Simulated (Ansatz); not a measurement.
# Orbital character of the bands of AgBr

```
CELL_PARAMETERS angstrom
0.00000 2.92045 2.92045
2.92045 0.00000 2.92045
2.92045 2.92045 0.00000
ATOMIC_POSITIONS crystal
Ag 0.00000 0.00000 0.00000
Br 0.50000 0.50000 0.50000
```

Atom numbers follow the list: Ag1, Br2.

The structure comes from a relaxation in the same program, started in the rocksalt type, and has space group Fm-3m. Whether it is a known phase or the ground state wasn't checked.

Computed with DFT, PBE, all-electron LAPW, scalar-relativistic (Ansatz 0.2.0).

Settings: a Γ-centred 13×13×13 k mesh, Fermi–Dirac smearing of 0.03 eV, basis error target 0.25 meV/atom, no spin polarisation.

Weights are projections on a minimal set of Löwdin-orthogonalised atomic shells, summed over atoms of an element; the rest lies outside that basis, and weights on diffuse cation s shells are inflated where empty shells are missing from it. Energies are in eV from the valence-band top.

Points: X (0.500, 0.000, 0.500), Γ (0.000, 0.000, 0.000).

```
           state    character
     X, -3.90 eV            ?
     X, -2.82 eV            ?
X, -2.58 eV (×2)   Br 4p 99 %
     X, -2.45 eV  Ag 4d 100 %
X, -2.23 eV (×2)  Ag 4d 100 %
     X, -2.16 eV            ?
Γ, -2.59 eV (×5)  Ag 4d 100 %
Γ, -1.75 eV (×3)   Br 4p 99 %
```

**Question.** What belongs in the row "X, -2.82 eV", column "character"?

**Answer.** Ag 4d 99 %.

**Question.** Fill in "character" for the row "X, -3.90 eV".

**Answer.** Br 4p 98 %.

**Question.** Fill in "character" for the row "X, -2.16 eV".

**Answer.** Ag 4d 97 %.
